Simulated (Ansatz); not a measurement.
The parent structure is PbF$_{2}$ in the fluorite structure (space group Fm-3m, No. 225; a = 5.899 Å). Axes: x, y, z lie along the cube axes.

Level of theory: DFT with PBEsol, PAW potentials and a 420 eV plane-wave cutoff in Ansatz (a first-principles code), spin-orbit coupling left out.

Perturbation: an isotropic linear strain of −1.00 %; the atoms relax in the strained cell.

### Question
Predict the stress tensor and what it implies for the stiffness.

### Answer
Stress of the strained cell less that of the base (GPa, compression positive):
```
   2.48    0.00    0.00
   0.00    2.48    0.00
   0.00    0.00    2.48
```

Then B = −ΔP/(ΔV/V₀) with ΔV/V₀ = -0.0297 gives secant stiffness values (nonlinear terms included at this strain): B ≈ 83 GPa.

Whether these cells are dynamically stable was not tested.
